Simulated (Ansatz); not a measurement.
**Does relaxation matter for the field gradients of SiC?**

Start: a measured structure from the Crystallography Open Database (COD), atoms as given.

```
Si C
1.0
     1.53890   -2.66750    0.00000
     1.53890    2.66750    0.00000
     0.00000    0.00000   15.12190
Si C
6 6
Direct
  0.16730 0.83270 0.85800
  0.83270 0.16730 0.35800
  0.50070 0.49930 0.52410
  0.49930 0.50070 0.02410
  0.83570 0.16430 0.69124
  0.16430 0.83570 0.19124
  0.49600 0.50400 0.65030
  0.50400 0.49600 0.15030
  0.16000 0.84000 0.98170
  0.84000 0.16000 0.48170
  0.82900 0.17100 0.81680
  0.17100 0.82900 0.31680
```

Atoms are numbered from 1 in the order listed; like atoms form one site, named after its first atom.

All values are calculated (Ansatz; DFT, PBE, plane waves and PAW, scalar-relativistic, 420 eV cutoff, Γ-centred 16×16×3 k-points, Fermi–Dirac smearing 0.02 eV), not measured.

The largest force at the start is 0.73 eV/Å. Relaxing the ions at fixed cell moves them by 0.038 Å at most (atom 10, C) and 0.022 Å rms.

```tsv
site	atom	moved (Å)	first shell before	first shell after	V_zz before (10²¹ V/m²)	η before
Si1	1	0.005	4 C at 1.87–1.91 Å	4 C at 1.89 Å	0.78	0.47
Si3	3	0.007	4 C at 1.87–1.92 Å	4 C at 1.89 Å	0.73	0.87
Si5	5	0.012	4 C at 1.87–1.92 Å	4 C at 1.88–1.89 Å	0.99	0.92
C7	7	0.023	4 Si at 1.87–1.92 Å	4 Si at 1.88–1.89 Å	0.29	0.22
C9	9	0.038	4 Si at 1.87–1.92 Å	4 Si at 1.89 Å	0.11	0.28
C11	11	0.025	4 Si at 1.87–1.91 Å	4 Si at 1.89 Å	0.075	0.56
```

(1) How do the gradients change?

Answers

(1) 

```json
{"site": "Si1", "atom": "1", "V_zz after": "0.21", "η after": "0.01", "change of V_zz": "–"}
{"site": "Si3", "atom": "3", "V_zz after": "-0.057", "η after": "0.06", "change of V_zz": "–"}
{"site": "Si5", "atom": "5", "V_zz after": "0.26", "η after": "0.01", "change of V_zz": "–"}
{"site": "C7", "atom": "7", "V_zz after": "0.21", "η after": "0.06", "change of V_zz": "-0.08"}
{"site": "C9", "atom": "9", "V_zz after": "0.065", "η after": "0.20", "change of V_zz": "–"}
{"site": "C11", "atom": "11", "V_zz after": "0.031", "η after": "0.42", "change of V_zz": "-0.04"}
```

The largest change of V_zz along a kept axis is on C7, from 0.29 to 0.21. The whole tensor moves most on Si5, by 0.98 along its most changed direction. Where |V_zz| stays above 0.1 and the axes keep their order, η moves most on C7, from 0.22 to 0.06. On Si5, Si1, Si3, C9 the largest principal value lies along another axis in the second run, so the two V_zz can't be compared directly.

Before: At this cell the principal stresses reach 6 GPa in size with PBE, which can matter for small gradients.
